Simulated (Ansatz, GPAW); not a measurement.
This is a calculation of Fe2Ge for Ansatz 0.2.0. The cell is a database's computed one, not the measured one.

Contents of input.yaml:

```yaml
crystal:
  lattice:
    - [4.1328681392, 0.0, 0.0]
    - [-2.0664340696, 3.5791687991, 0.0]
    - [0.0, 0.0, 5.008752]
  atoms:
    - { symbol: Ge, position: [0.3333333333, 0.6666666667, 0.75] }
    - { symbol: Ge, position: [0.6666666667, 0.3333333333, 0.25] }
    - { symbol: Fe, position: [0.3333333333, 0.6666666667, 0.25], spin: 3.0 }
    - { symbol: Fe, position: [0.6666666667, 0.3333333333, 0.75], spin: 3.0 }
    - { symbol: Fe, position: [0.0, 0.0, 0.5], spin: 3.0 }
    - { symbol: Fe, position: [0.0, 0.0, 0.0], spin: 3.0 }
kpoints:
  mp_grid: { grid: [8, 8, 6] }
scf:
  occupations: { method: fermi_dirac, width: 0.05 }
hamiltonian:
  xc: pbesol
  pseudopotentials: { kind: all_electron, lapw: { basis_error: 0.001 } }
magnetization:
  spin_polarized: true
output:
  forces: true
  stress: true
  eigenvalues: true
  populations: true
```

Potentials or basis: all-electron LAPW, scalar-relativistic.

Run with:

```console
$ ansatz run input.yaml --threads 4 --pin off --max-ram 14336MiB --backend cpu --events-out ev --progress --plain --runs-dir out
```

**Question.** Set up the same calculation for GPAW 26.7.0 (ASE script). Potentials or basis there: PAW data sets generated for this functional, cutoff 600 eV.

**Answer.** As run (cutoffs and basis follow the program's own potentials, and thresholds, step limits or extra output files can differ):

File run.py:

```python
from ase import Atoms
from ase.dft.bandgap import bandgap
from ase.io import write
from ase.units import Bohr, GPa
from gpaw import GPAW, PW, setup_paths
from gpaw.elf import elf_from_dft_calculation

setup_paths.insert(0, '.')

atoms = Atoms(['Ge', 'Ge', 'Fe', 'Fe', 'Fe', 'Fe'],
              cell=[[4.1328681392, 0.0, 0.0],
                    [-2.0664340696, 3.5791687991, 0.0],
                    [0.0, 0.0, 5.008752]],
              scaled_positions=[[0.3333333333, 0.6666666667, 0.75],
                                [0.6666666667, 0.3333333333, 0.25],
                                [0.3333333333, 0.6666666667, 0.25],
                                [0.6666666667, 0.3333333333, 0.75],
                                [0.0, 0.0, 0.5],
                                [0.0, 0.0, 0.0]],
              pbc=True)
atoms.set_initial_magnetic_moments([0.0, 0.0, 3.0, 3.0, 3.0, 3.0])

calc = GPAW(mode=PW(600),
            xc='PBEsol',
            kpts={'size': (8, 8, 6), 'gamma': True},
            occupations={'name': 'fermi-dirac', 'width': 0.05},
            nbands=41,
            convergence={'density': 1e-05, 'energy': 1e-05},
            maxiter=150,
            txt='gpaw.txt')
atoms.calc = calc
energy = atoms.get_potential_energy()
forces = atoms.get_forces()
stress = atoms.get_stress()
calc.write('gs.gpw')
write('result.traj', atoms)
print(f'Energy: {energy:.6f} eV')
print('Forces (eV/A):')
print(forces.round(4))
print('Stress (GPa):', (stress / GPa).round(3))
print('Moments:', calc.get_magnetic_moments().round(3))
print('Fermi level:', round(calc.get_fermi_level(), 4), 'eV')
print(f'Gap: {bandgap(calc)[0]:.4f} eV, direct: {bandgap(calc, direct=True)[0]:.4f} eV')

# fields on the real-space grid
write('density.cube', atoms, data=calc.get_pseudo_density() * Bohr**3)
write('potential.cube', atoms, data=calc.get_electrostatic_potential())
write('spin.cube', atoms, data=(calc.get_pseudo_density(spin=0) - calc.get_pseudo_density(spin=1)) * Bohr**3)
write('elf.cube', atoms, data=elf_from_dft_calculation(calc).data)
```

Potentials or basis: PAW data sets generated in the run's folder for this functional, pw.

The run is started by

```sh
$ gpaw-setup -f PBEsol Fe Ge
$ OMP_NUM_THREADS=1 python run.py
```

Both were run:

|  | Ansatz | GPAW |
| --- | --- | --- |
| Pressure | -9.0 GPa | -7.6 GPa |
| Net moment | 7.62 μB per cell | 7.58 μB per cell |

Where Ansatz's input types no cutoff or centring, it takes its own default and a Γ-centred mesh.

The magnetic state is the one that the start led to; the real crystal's order can differ.

Pressure is positive in compression.
